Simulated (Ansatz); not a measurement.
**V_O in Ga2O3 (C2/m): which k-points does the level need?**

Aim: the (+1/0) level of V_O in Ga2O3 (C2/m) as a function of the k-point sampling, with the cost of each choice. The model is a cell of 120 host atoms with 1 O taken out; the atoms are relaxed once and then held.

Main program and level: Ansatz 0.2.0; plane-wave PAW DFT; relaxations with PBEsol, then single points with PBEsol, on supercells at fixed charge in a uniform background.

**1. The starting structure**

The cell holds 119 atoms: 48 Ga and 71 O. Its edges and angles: a = 12.278 Å, b = 9.142 Å, c = 11.621 Å, α = 90.0°, β = 103.7°, γ = 90.0°. It derives from Ga2O3 (space group C2/m). Nearest the centre at fractional (0.665, 0.500, 0.555): Ga48 at 1.84 Å, Ga64 at 1.95 Å, Ga103 at 1.95 Å, O76 at 2.61 Å, O74 at 2.84 Å, O113 at 2.84 Å, O71 at 2.86 Å, O110 at 2.86 Å. The cell carries charge +1.

Screening for the image-charge correction: ε∞ = (4.10, 4.20, 4.21), ε0 = principal values (10.87, 10.92, 13.83), computed on the host (DFPT, PBEsol).

The cell's shortest repeat is 9.1 Å.

**2. Relaxing both charge states, PBEsol**

The study needs fixed structures, so each charge is relaxed once, at one point at (¼, ¼, ¼), from small random displacements that break the symmetry of the site.

qp1_M1.relax/input.yaml reads:

```yaml
crystal:
  lattice:
    - [12.2779582, 0.0, 0.00786887]
    - [0.0, 3.0472982, 0.0]
    - [-1.38022688, 0.0, 5.64395761]
  atoms:
    - { symbol: Ga, position: [0.341276, 0.0, 0.68544] }
    - { symbol: Ga, position: [0.841276, 0.5, 0.68544] }
    - { symbol: Ga, position: [0.158724, 0.5, 0.31456] }
    - { symbol: Ga, position: [0.658724, 0.0, 0.31456] }
    - { symbol: Ga, position: [0.409492, 0.5, 0.204603] }
    - { symbol: Ga, position: [0.909492, 0.0, 0.204603] }
    - { symbol: Ga, position: [0.090508, 0.0, 0.795397] }
    - { symbol: Ga, position: [0.590508, 0.5, 0.795397] }
    - { symbol: O, position: [0.003788, 0.5, 0.744085] }
    - { symbol: O, position: [0.503788, 0.0, 0.744085] }
    - { symbol: O, position: [0.496212, 0.0, 0.255915] }
    - { symbol: O, position: [0.996212, 0.5, 0.255915] }
    - { symbol: O, position: [0.326787, 0.5, 0.437239] }
    - { symbol: O, position: [0.826787, 0.0, 0.437239] }
    - { symbol: O, position: [0.173213, 0.0, 0.562761] }
    - { symbol: O, position: [0.673213, 0.5, 0.562761] }
    - { symbol: O, position: [0.165274, 0.0, 0.109527] }
    - { symbol: O, position: [0.665274, 0.5, 0.109527] }
    - { symbol: O, position: [0.334726, 0.5, 0.890473] }
    - { symbol: O, position: [0.834726, 0.0, 0.890473] }
  supercell: [1, 3, 2]
  defects: [{ vacancy: 77 }]
total_charge: 1
basis:
  ecutwfc: 420
  xc_grid: 2
hamiltonian:
  xc: pbesol
  pseudopotentials: { kind: paw, azcp: { folder: soft_1 }, xc_functional: pbe }
kpoints:
  mp_grid: { grid: [1, 1, 1], shift: [0.25, 0.25, 0.25] }
magnetization:
  spin_polarized: true
  initial_magnetization: 1
  spin_locking: { lock_magnetization: hard }
scf:
  occupations: { method: fixed }
  max_iter: 80
output:
  forces: true
  charged_corrections:
    epsilon: [4.1, 4.2, 4.21]
    static_epsilon: [[11.09, 0.0, -0.77], [0.0, 10.92, 0.0], [-0.77, 0.0, 13.61]]
    defect_position: [0.665274, 0.5, 0.554763]
relax:
  f_tol: 0.015
  max_steps: 60
  random_displacement: { amplitude: 0.04, seed: 3825 }
checkpoint:
  write: "../qp1_M1.relax.run"
  compress: false
  write_wavefunctions: true
  write_every: 100000
```

Started as:

```bash
$ ansatz run input.yaml --threads 32 --pin off --max-ram 84787MiB --backend cuda --events-out ev --progress --plain --runs-dir out --max-vram 78GiB
```

Numbers of over 12 decimals in the logs are rounded to 6 here.

What it wrote:

```text
[... repeated set-up lines and file paths are left out, and long positions are rounded to six places ...]
Engine: ansatz 0.2.0, aarch64-unknown-linux-gnu
Pseudopotentials: kind: paw
Pseudopotential: Ga, paw, valence charge 13, recommended cutoff 420 eV (normal), soft_1/Ga.paw.azcp
Pseudopotential: O, paw, valence charge 6, recommended cutoff 420 eV (normal), soft_1/O.paw.azcp
Functional definition: PBEsol
  exchange = pbesol_x
  correlation = pbesol_c
[...]
Crystal: 119 atoms, lattice volume = 1267.197 Å³
Basis set: ecut = 420 eV, 24771 PW (Γ), exchange–correlation on 180×128×160 points (8 copies of the dense FFT grid, shifted against one another)
Bands: 644, of which v1, the nominal top of the filled ones, is band 525 counted from 1 (524 counted from 0)
Symmetry: 1 space group operations
k-points: 1
Non-local potential: Ga, projectors of the file, l = 0: 2, l = 1: 2, l = 2: 3, l = 3: 1
Non-local potential: O, projectors of the file, l = 0: 2, l = 1: 2, l = 2: 1
PAW form: soft (Blöchl's): semilocal exchange-correlation on the pseudo side does not see the compensation charge
PAW frozen core: Ga, regenerated for the run's functional, and the local potential with it (the file was generated under x = pbe(κ = 0.804, μ = 0.219515), c = pbe(β = 0.066725))
PAW frozen core: O, regenerated for the run's functional, and the local potential with it (the file was generated under x = pbe(κ = 0.804, μ = 0.219515), c = pbe(β = 0.066725))
PAW one-centre angular grid: Ga, 590 points (default); XC on 64 Gauss nodes
PAW one-centre angular grid: O, 110 points (default); XC on 64 Gauss nodes
Initial density: superposition of atomic densities (chi_scale 0.1, normalization cell, long waves kept (reshape's long-wave potential 0.33 eV rms))
Starting moments: Σ|m| = 1 μB on 119 of 119 sites
Initial wavefunctions: pseudopotential atomic-orbital guess
[...]
Functional: x = pbesol(κ = 0.804, μ = 0.123457), c = pbesol(β = 0.046)
SCF iter   1: F=—  HF=-219575.807186 eV  |Δ(HF+E_count)|=         —  Δρ=5.99e-2 (↑5.85e-2 ↓5.99e-2)  dr2=8.07e1  dr2_m=6.57e-2  M=1.000 μB ∫|m|=1.057 μB  Hψ=3314
preconditioner: auto → Resta (q_TF=auto, 2.644 Å⁻¹)  ε∞=4.3  [insulator: Δε(μ)=1.003 eV  Ē_g=18.638 eV  n_scr=386 (ndim 8)  ℏωp=33.8 eV  f_vac=0.001  ε∞_Penn≈4.3]
spin=Collinear: Resta preconditioning applied to the charge; magnetization (m = ρ↑ − ρ↓) channel mixes plain (no charge-response kernel on spin).
SCF iter   2: F=—  HF=-219560.573876 eV  |Δ(HF+E_count)|=    1.52e1  Δρ=3.98e-2 (↑3.88e-2 ↓3.98e-2)  dr2=3.61e1  dr2_m=3.40e-2  M=1.000 μB ∫|m|=1.058 μB  Hψ=2100
[...]
SCF iter  10: F=-219546.969237 eV  HF=-219546.969241 eV  |Δ(HF+E_count)|=   2.79e-6  Δρ=1.04e-5 (↑1.00e-5 ↓1.04e-5)  dr2=4.15e-6  dr2_m=2.38e-9  M=1.000 μB ∫|m|=1.066 μB  Hψ=3396
SCF 1 converged in 10 iterations: F = -219546.969237 eV  dr2 = 4.15e-6
[...]
relax step   1: F+E_penalty+E_count = -219546.96923746 eV  Δ(F+E_penalty+E_count) = +0.000e0 eV  max|allowed force component| = 1.686e0 eV/Å  Δτ_max = 0.0000 Å  (10 SCF iters, dr2 threshold 5.63e-6 eV, accepted)
[...]
relax step   2: F+E_penalty+E_count = -219548.41289301 eV  Δ(F+E_penalty+E_count) = -1.444e0 eV  max|allowed force component| = 9.464e-1 eV/Å  Δτ_max = 0.0986 Å  (6 SCF iters, dr2 threshold 1.00e-4 eV, accepted)
[...]
relax step   4: F+E_penalty+E_count = -219549.12053467 eV  Δ(F+E_penalty+E_count) = -1.262e-1 eV  max|allowed force component| = 1.382e-1 eV/Å  Δτ_max = 0.1046 Å  (6 SCF iters, dr2 threshold 1.00e-4 eV, accepted)
[...]
relax step   6: F+E_penalty+E_count = -219549.12518453 eV  Δ(F+E_penalty+E_count) = -1.346e-4 eV  max|allowed force component| = 4.465e-3 eV/Å  Δτ_max = 0.0025 Å  (5 SCF iters, accepted)
[...]
NSCF: frozen V_eff on 1 k-points
[...]
SCF converged after 5 iterations
Magnetization: 1.0000 μB (525.0000 up, 524.0000 down)
Absolute magnetization: 1.0618 μB (∫|ρ↑−ρ↓|, with the PAW one-centre terms)
Spin contamination: 0.0019 ħ² per cell (⟨S²⟩ above its minimum at these occupations)
Per-site moments (μB) at R_I (Å): [(7.898774309681678e-5, 0.803933), (0.000456284, 0.799947), (6.992753296702568e-5, 0.802662), [... 6 left out ...]
Free energy (F): -219549.125185 eV
Harris-Foulkes:  -219549.125185 eV  (|F-HF|=3.17e-8)
Internal energy: -219549.125185 eV  (E = F + TS)
E sigma→0 (E₀):  -219549.125185 eV
Fermi energy:    9.288066 (↑ 9.288066, ↓ 7.803786) eV
--- Per-component energies (eV) ---
  E_band       = -1482.586769
  E_kinetic    = 17329.854720
  E_local      = -84585.346415  (includes V_loc(G=0)·N_el)
  E_nonlocal   = -392.025720
  E_hartree    = 49299.366523
  E_xc         = -7957.123457
  E_vxc        = -9046.537573  (∫ρ·V_xc dr)
  E_paw        = -105293.049245  (= ΣΔE_a)
  E_vpaw       = -23387.301153  (= ΣTr[D̂ρ^β])
  E_aug_tail   = 0.043673  (compensation charges beyond the density's cutoff)
  E_ewald      = -87994.773702
  E_core_change = 43.928439  (= ΣΔE_core)
  E_smearing   = -0.000000  (= −TS)
  E_closure    = -0.000000  (closes the sum)
  E_deformation_potential = 16.966714  (in the stress; not in F)
  Σ components = -219549.125185   (vs F -219549.125185, Δ=0.00e0)
--- Forces (eV/Å), atoms counted from 1 ---
  atom   1  Ga    -0.00056221    -0.00008260     0.00013047
  atom   2  Ga    -0.00045433    -0.00027438     0.00122751
  [... 4 atoms left out ...]
  [... 113 more lines of this table ...]
  max |Σ_I F_I| component: 3.13e-5 eV/Å
--- Charged-cell corrections in eV (Makov–Payne, q = +1.000 e, ε = [[11.090, 0.000, -0.770], [0.000, 10.920, 0.000], [-0.770, 0.000, 13.610]]) ---
  F (periodic)     = -219549.125185  (uncorrected; the corrections below are reported, never added to it)
  E_corr1          = +0.157207  (monopole, q²α_M/2ε̄L, of the cell on which ε is isotropic)
  F Makov-Payne    = -219548.967977  (F + E_corr1; no measured alignment; for a localised charge, not one spread in a band: unchecked)
  no potential alignment in this run, which stands beside a crystal: run the host's input off ansatz write-host-input, and read the two finished runs by ansatz place-levels (neither reads a slab, a wire or a sheet, whose cell leaves a vacuum)
--- Band table (eV) ---
  k-point 0 ↑: bands = ["-10.9480", "-10.7516", "-10.6957", "-10.6078", "-10.5233", "-10.4068", "-10.3550", "-10.2710", "-10.2111", [... rest cut ...]
  k-point 0 ↓: bands = ["-10.9395", "-10.7436", "-10.6900", "-10.5980", "-10.5165", "-10.3982", "-10.3491", "-10.2649", "-10.2012", [... rest cut ...]
--- Relaxed structure (6 steps of the walk, 6 accepted, 0 SCFs on fresh bases) ---
  F+E_penalty+E_count = -219549.12518453 eV   max|allowed force component| = 4.465e-3 eV/Å
  atoms:
    - { symbol: Ga, position: [0.341340, -5.4267440186145605e-5, 0.342024] }
    - { symbol: Ga, position: [0.840672, 0.166608, 0.343199] }
    [... 4 atoms left out ...]
  [... 113 more lines of this table ...]
```

The job ended after 8.5 s (1 × NVIDIA GB200 with 32 threads of Arm Neoverse V2, shared host; peak memory 2.8 GiB).

Relaxation path:

| step | energy less that of the first step (eV) | largest force component (eV/Å) |
| --- | --- | --- |
| 1 | 0.0000 | 1.6860 |
| 2 | -1.4437 | 0.9464 |
| 3 | -2.0251 | 1.2202 |
| 4 | -2.1513 | 0.1382 |
| 5 | -2.1558 | 0.0190 |
| 6 | -2.1559 | 0.0045 |

The atoms that moved most (Å, from the sites as typed, ahead of the random displacement, the mean shift of all atoms taken out):

| atom | dx | dy | dz | length |
| --- | --- | --- | --- | --- |
| Ga103 | -0.052 | 0.124 | 0.141 | 0.195 |
| Ga64 | -0.052 | -0.123 | 0.141 | 0.194 |
| O76 | -0.023 | 0.000 | -0.102 | 0.104 |
| O74 | -0.039 | 0.036 | -0.051 | 0.074 |
| O113 | -0.039 | -0.036 | -0.051 | 0.073 |
| O115 | -0.004 | 0.028 | 0.049 | 0.057 |
| O36 | -0.004 | -0.028 | 0.049 | 0.057 |
| O110 | 0.032 | -0.010 | -0.042 | 0.054 |

The atoms nearest to the centre after the run:

| atom | distance (Å) |
| --- | --- |
| Ga48 | 1.825 |
| Ga103 | 2.136 |
| Ga64 | 2.137 |
| O76 | 2.515 |
| O113 | 2.769 |
| O74 | 2.769 |
| O110 | 2.819 |
| O71 | 2.819 |

| charge | moment set (μB) | steps | largest displacement (Å) | time |
| --- | --- | --- | --- | --- |
| 0 | 0 | 8 | 0.34 | 7.8 s |
| +1 | 1 | 6 | 0.19 | 8.5 s |

The relaxation ends 18 meV an atom lower than the displaced start, with a largest force component of 0.0045 eV/Å.

**3. First setting: the zone centre alone**

The defect state overlaps with its images and forms a narrow band, so the k-points decide which part of that band enters the energy. A point off the zone centre usually averages it better, but needs complex orbitals and more time.

qp1_M1.kg/input.yaml reads:

```yaml
crystal:
  checkpoint: "../qp1_M1.relax.run"
  host: checkpoint
total_charge: 1
basis:
  ecutwfc: 420
  xc_grid: 2
hamiltonian:
  xc: pbesol
  pseudopotentials: { kind: paw, azcp: { folder: soft_1 }, xc_functional: pbe }
kpoints:
  mp_grid: { grid: [1, 1, 1] }
magnetization:
  spin_polarized: true
  initial_magnetization: 1
  spin_locking: { lock_magnetization: hard }
scf:
  occupations: { method: fixed }
  max_iter: 80
output:
  forces: true
  charged_corrections:
    epsilon: [4.1, 4.2, 4.21]
    static_epsilon: [[11.09, 0.0, -0.77], [0.0, 10.92, 0.0], [-0.77, 0.0, 13.61]]
    defect_position: [0.665274, 0.5, 0.554763]
  eigenvalues: true
checkpoint:
  read: "../qp1_M1.relax.run"
  write: "../qp1_M1.kg.run"
  compress: false
  write_wavefunctions: false
  write_every: 100000
```

What it wrote:

```text
[...]
crystal.checkpoint: the structure is that of <dir>, a `relax` run, at its step 6: its result, under pbesol at a charge of 1 e; 119 atoms read, 0 with a starting moment; crystal.structure_sha256 for this input is
[...]
device memory: the entry about to start is reckoned to put 7.9 GiB on a device that reports 174.0 GiB free (of which the cap on the GPU budget leaves the run 78.0 GiB)
GPU FFT provider: cuFFT
GPU libraries: cuBLAS 13.8.1, cuFFT 12.4.0, cuSOLVER 12.3.2
GPU matrix products: emulated (plane waves: as basis.precision tells), large ones in fixed point in workspaces of 1.00 GiB
Crystal: 119 atoms, lattice volume = 1267.197 Å³
Basis set: ecut = 420 eV, 24771 PW (Γ), exchange–correlation on 180×128×160 points (8 copies of the dense FFT grid, shifted against one another)
Bands: 644, of which v1, the nominal top of the filled ones, is band 525 counted from 1 (524 counted from 0)
[... 1 set-up line as in the run before ...]
[...]
k-points: 1
[...]
Starting moments: Σ|m| = 1 μB on 119 of 119 sites; this step starts from the density that it was given
[...]
GPU buffer pool allocated for 460800 grid points (all kernels)
GPU transforms: local potential and band sums: pruned to the plane-wave sphere, on 81×64×80
[...]
iter 1 solved again at ethr=8.07e-6 eV; its pass at ethr=3.10e-3 eV (dr2=8.47e-2 eV) is discarded
[...]
SCF iter   9: F=-219547.582596 eV  HF=-219547.582596 eV  |Δ(HF+E_count)|=   5.36e-9  Δρ=9.28e-7 (↑8.60e-7 ↓9.28e-7)  dr2=3.27e-8  dr2_m=2.71e-10  M=1.000 μB ∫|m|=1.100 μB  Hψ=6410
SCF 1 converged in 9 iterations: F = -219547.582596 eV  dr2 = 3.27e-8
[...]
SCF converged after 9 iterations
Stability checked in part: among states of this total moment the steps that led to this state did not find it unstable. No probe was made; neither looks for a lower state of another moment (fixed_total_moment; see scf.lower_state_search)
Magnetization: 1.0000 μB (525.0000 up, 524.0000 down)
Absolute magnetization: 1.0725 μB (∫|ρ↑−ρ↓|, with the PAW one-centre terms)
[...]
Per-site moments (μB) at R_I (Å): [(0.000758075, 0.803933), (0.00112362, 0.799947), (0.000813784, 0.802662), [... 6 left out ...]
Free energy (F): -219547.582596 eV
[...]
Internal energy: -219547.582596 eV  (E = F + TS)
E sigma→0 (E₀):  -219547.582596 eV
Fermi energy:    8.911966 (↑ 8.911966, ↓ 7.860949) eV
[...]
--- Forces (eV/Å), atoms counted from 1 ---
  atom   1  Ga    -0.03543938    -0.00033625    -0.01391269
  atom   2  Ga     0.03189282    -0.03186088    -0.01533576
  [... 4 atoms left out ...]
  [... 113 more lines of this table ...]
  max |Σ_I F_I| component: 3.17e-5 eV/Å
--- Charged-cell corrections in eV (Makov–Payne, q = +1.000 e, ε = [4.100, 4.200, 4.210] of the electrons, [[11.090, 0.000, -0.770], [0.000, 10.920, 0.000], [-0.770, 0.000, 13.610]] with the ions) ---
[...]
F Makov-Payne    = n/a  (the rows are of the electrons' constant alone; ansatz place-levels tells what screens the charge)
[...]
--- Band table (eV) ---
[...]
```

The job ended after 2.7 s (1 × NVIDIA GB200 with 32 threads; peak memory 1.5 GiB; 5.7 s of CPU time).

Both charges and the host at this setting go to place-levels, which corrects for the image charge and aligns the potentials.

levels.kg.yaml reads:

```yaml
host:
  run: host.kg.run
states: [q0.kg.run, qp1_M1.kg.run]
geometry_from:
  q0.kg.run: q0.relax.run
  qp1_M1.kg.run: qp1_M1.relax.run
  host.kg.run: host.relax.run
chemical_potentials:
  O:
    energy: -558.291301
    dataset: <sha256 of the dataset>
```

Started as:

```bash
$ ansatz place-levels levels.kg.yaml -- --threads 32 --pin off --max-ram 84787MiB
```

What it wrote:

```text
(+1/0) 1.255 eV above the valence edge, 0.954 eV under the conduction edge
formation energy of charge +1: +2.760 eV with the Fermi level at the valence edge
formation energy of charge 0: +4.015 eV with the Fermi level at the valence edge
  edges by pbesol, gap 2.209 eV; the host is sampled to repeats of 9.14 Å
  the defect's cells are sampled to repeats of 9.14 Å, like sampling
  charge +1: -219547.4806 eV with its correction of +0.102 eV, at epsilon [[11.09, 0, -0.77], [0, 10.92, 0], [-0.77, 0, 13.61]], aligned at sites: -0.0665 eV, mean over 86 atomic sites at or beyond 4.57 Å from the defect at [0.6653, 0.5000, 0.5548], with [...]
  charge 0: +0.008 eV for its dipole among its images, +0.000 omitted
  of states[1] (qp1_M1.kg.run): how wide its charge is, is not read beside other atoms or cores, and a band state would take no correction. [...]
  of states[0] (q0.kg.run): its only k-point is the zone centre, where a defect's energies can be off by tenths of an eV or more: see "From the zone centre to a mesh" in the quickstart
```

The job ended after 0.17 s (32 threads).

At this setting the gap is 2.209 eV and (+1/0) lies 1.255 eV above the valence top.

**4. The other settings**

In the defect's inputs only the studied keys change. One input of each further setting:

qp1_M1.kq/input.yaml, as its differences from qp1_M1.kg/input.yaml of step 3:

```diff
@@ -11,3 +11,3 @@
 kpoints:
-  mp_grid: { grid: [1, 1, 1] }
+  mp_grid: { grid: [1, 1, 1], shift: [0.25, 0.25, 0.25] }
 magnetization:
@@ -28,3 +28,3 @@
   read: "../qp1_M1.relax.run"
-  write: "../qp1_M1.kg.run"
+  write: "../qp1_M1.kq.run"
   compress: false
```

qp1_M1.km0/input.yaml, as its differences from qp1_M1.kq/input.yaml of step 4:

```diff
@@ -11,3 +11,3 @@
 kpoints:
-  mp_grid: { grid: [1, 1, 1], shift: [0.25, 0.25, 0.25] }
+  mp_grid: { grid: [2, 2, 2] }
 magnetization:
@@ -28,3 +28,3 @@
   read: "../qp1_M1.relax.run"
-  write: "../qp1_M1.kq.run"
+  write: "../qp1_M1.km0.run"
   compress: false
```

qp1_M1.kms/input.yaml, as its differences from qp1_M1.km0/input.yaml of step 4:

```diff
@@ -11,3 +11,3 @@
 kpoints:
-  mp_grid: { grid: [2, 2, 2] }
+  mp_grid: { grid: [2, 2, 2], shift: [0.5, 0.5, 0.5] }
 magnetization:
@@ -28,3 +28,3 @@
   read: "../qp1_M1.relax.run"
-  write: "../qp1_M1.km0.run"
+  write: "../qp1_M1.kms.run"
   compress: false
```

qp1_M1.km3/input.yaml, as its differences from qp1_M1.kms/input.yaml of step 4:

```diff
@@ -11,3 +11,3 @@
 kpoints:
-  mp_grid: { grid: [2, 2, 2], shift: [0.5, 0.5, 0.5] }
+  mp_grid: { grid: [3, 3, 3] }
 magnetization:
@@ -28,3 +28,3 @@
   read: "../qp1_M1.relax.run"
-  write: "../qp1_M1.kms.run"
+  write: "../qp1_M1.km3.run"
   compress: false
```

qp1_M1.km4/input.yaml, as its differences from qp1_M1.km3/input.yaml of step 4:

```diff
@@ -11,3 +11,3 @@
 kpoints:
-  mp_grid: { grid: [3, 3, 3] }
+  mp_grid: { grid: [4, 4, 4], shift: [0.5, 0.5, 0.5] }
 magnetization:
@@ -28,3 +28,3 @@
   read: "../qp1_M1.relax.run"
-  write: "../qp1_M1.km3.run"
+  write: "../qp1_M1.km4.run"
   compress: false
```

**5. Result against cost**

Times of the states on 1 × NVIDIA GB200 with 32 threads of Arm Neoverse V2, shared host; the host is run again at each setting:

| k-point sampling | gap (eV) | (+1/0) above the valence top (eV) | under the conduction bottom (eV) | level less that at a 4×4×4 shifted mesh (meV) | time, both charge states | time, host and placing | peak memory of a state (GiB) |
| --- | --- | --- | --- | --- | --- | --- | --- |
| the zone centre alone | 2.209 | 1.255 | 0.954 | -211 | 4.5 s | 23 s | 1.5 |
| one point at (¼, ¼, ¼) * | 2.223 | 1.473 | 0.751 | 7 | 4 s | 39 s | 2.0 |
| a 2×2×2 Γ-centred mesh | 2.223 | 1.465 | 0.758 | -1 | 7.8 s | 24 s | 2.1 |
| a 2×2×2 shifted mesh | 2.223 | 1.466 | 0.757 | 0 | 8.2 s | 23 s | 2.1 |
| a 3×3×3 Γ-centred mesh | 2.223 | 1.466 | 0.757 | 0 | 19 s | 28 s | 2.9 |
| a 4×4×4 shifted mesh | 2.223 | 1.466 | 0.757 | 0 | 42 s | 31 s | 3.6 |

* started from the relaxation's converged state in the same settings, so its time is no fair cost.

**6. What came out**

```
(plus 1/0) level, the zone centre alone  : 1.26 eV
(plus 1/0) level, one point at (¼, ¼, ¼) : 1.47 eV
(plus 1/0) level, a 2×2×2 Γ-centred mesh : 1.46 eV
(plus 1/0) level, a 2×2×2 shifted mesh   : 1.47 eV
(plus 1/0) level, a 3×3×3 Γ-centred mesh : 1.47 eV
(plus 1/0) level, a 4×4×4 shifted mesh   : 1.47 eV
```

In words: Over the settings in the table the level spans 0.218 eV; one point at (¼, ¼, ¼), a 2×2×2 Γ-centred mesh, a 2×2×2 shifted mesh and a 3×3×3 Γ-centred mesh lie within 0.02 eV of the reference (a 4×4×4 shifted mesh, 1.47 eV). The largest miss of the level above the valence top is 211 meV, with the zone centre alone. Only the charges 0 and +1 were run, each from one start, so (+1/0) need not be a change between stable states. What this leaves open: PBEsol makes the gap too small and tends to spread out bound carriers.

[Logs are printed without paths, hosts, clocks, repeated set-up lines and the standing remarks that a program may print on its own settings, such as how far it seeks lower states.]

[Hosts, paths, dates, database ids (printed as entryN), source tags and the programs' standing remarks are cut or masked in the printed files.]

[Where a table of states has a column of steps, it counts the stored structures, which are thinned; the runs took as many ionic steps or more.]

[For some hosts the program warned that the k-mesh of the response run may be too coarse for force constants and the static dielectric constant; such warnings are not shown here.]
